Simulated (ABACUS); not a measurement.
Input of an ABACUS 3.10.1 run:

INPUT

```
INPUT_PARAMETERS
suffix              GaSb
calculation         scf
basis_type          pw
pseudo_dir          ./
symmetry            1
dft_functional      pbe
ecutwfc             81
pseudo_rcut         7
nspin               1
nbands              18
ks_solver           dav
smearing_method     fd
smearing_sigma      0.00367493
scf_thr             1e-08
scf_nmax            100
mixing_type         broyden
mixing_beta         0.7
cal_force           1
cal_stress          1
out_chg             1
out_pot             2
out_elf             1
```

The input STRU:

```
ATOMIC_SPECIES
Sb 121.7600 Sb.upf
Ga 69.7230 Ga.upf

LATTICE_CONSTANT
1.8897261246

LATTICE_VECTORS
-2.7534340000 2.7534340000 1.5907070000
2.7534340000 -2.7534340000 1.5907070000
2.7534340000 2.7534340000 -1.5907070000

ATOMIC_POSITIONS
Direct

Sb
0.0
1
0.0000000000 0.0000000000 0.0000000000 1 1 1

Ga
0.0
1
0.7500000000 0.2500000000 0.5000000000 1 1 1
```

The input KPT:

```
K_POINTS
0
Gamma
10 10 10 0 0 0
```

Potentials or basis: PseudoDojo NC SR 0.4.1 PBE standard, plane waves.

Command:

```bash
$ OMP_NUM_THREADS=1 mpirun -np 4 abacus > log
```

(1) Predict the pressure.

(2) Estimate the band gap on the k mesh.

## Answers

(1) 0.2 GPa.

(2) none (metal or under the smearing width).
